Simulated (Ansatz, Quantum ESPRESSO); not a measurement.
ZrC and the effect of the pressure

The cell as given:

```
CELL_PARAMETERS angstrom
0.00000 2.36500 2.36500
2.36500 0.00000 2.36500
2.36500 2.36500 0.00000
ATOMIC_POSITIONS crystal
Zr 0.50000 0.50000 0.50000
C 0.00000 0.00000 0.00000
```

Kept alike: task relaxation of cell and atoms; functional PBEsol; k mesh 10 × 10 × 10; occupations fermi-dirac, width 0.05 eV; no spin polarisation. Program: Quantum ESPRESSO, GBRV 1.5 PBEsol, cutoff 707 eV. The mesh is that of the run's cell of 2 atoms. No spin-orbit coupling.

```tsv
pressure, P (GPa)	volume (Å³/atom)
0	12.719
2	?
5	12.462
10	12.230
20	11.819
30	11.466
```

The relaxations keep at least the cell's symmetry (Fm-3m). For a metal such a mesh leaves the last digits unconverged. The runs follow the start's structure, whether or not it is the stable one at these pressures. P is the pressure aimed at, which the runs meet within some hundredths to tenths of a GPa.

Problem. Fit the rows shown and predict the run at 2 GPa.

Solution. Murnaghan's form V = V0 (1 + B′P/B0)^(-1/B′) through the rows shown has V0 = 12.7187, B0 = 236.8 GPa and B′ = 3.75 (largest miss 0.0009); at P = 2 it gives 12.613 Å³/atom. The run gave: volume 12.613 Å³/atom.
